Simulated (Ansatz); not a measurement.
What a change of settings does to a run on Os

The cell was built from the sc type and relaxed in the same program; it needn't be a known or the stable phase. The listed cell was then made from it by scaling, straining or moving an atom.

First run: DFT, LDA, PAW with Ansatz's default frozen-core files, scalar-relativistic (Ansatz 0.2.0).

Command: `ansatz run input.yaml --threads 1 --pin off --max-ram 2048MiB --backend cpu --events-out ev --progress --plain --runs-dir out` The run took 3 s on 1 thread of Arm Neoverse V1, on a shared host, peak memory 0.32 GiB.

```yaml
crystal:
  lattice:
    - [2.591063397, 0.0, 0.0]
    - [0.0, 2.591063397, 0.0]
    - [0.0, 0.0, 2.591063397]
  atoms:
    - { symbol: Os, position: [0.0, 0.0, 0.0] }
kpoints:
  mp_grid: { grid: [15, 15, 15] }
scf:
  occupations: { method: fermi_dirac, width: 0.05 }
hamiltonian:
  xc: lda
  pseudopotentials: { kind: paw }
output:
  forces: true
  stress: true
  eigenvalues: true
  efg: { contact_densities: true }
```

Result: converged; pressure -22.1 GPa; no gap on the k mesh; 6 SCF iterations.

No spin–orbit coupling, which matters for the heavy atoms here.

The input is then changed:

```diff
@@ -9,8 +9,9 @@
   mp_grid: { grid: [15, 15, 15] }
 scf:
-  occupations: { method: fermi_dirac, width: 0.05 }
+  occupations: { method: fermi_dirac, width: 0.1 }
 hamiltonian:
   xc: lda
   pseudopotentials: { kind: paw }
+  dispersion: d4
 output:
   forces: true
@@ -18,3 +19,8 @@
   eigenvalues: true
   efg: { contact_densities: true }
+  write_density: true
+  write_potential: true
+  elf: true
+  volumetric_format: npy
+accuracy: medium
```

(1) What does the second run give?

Answers

(1) It converged; pressure -26.7 GPa; no gap on the k mesh; 6 SCF iterations.
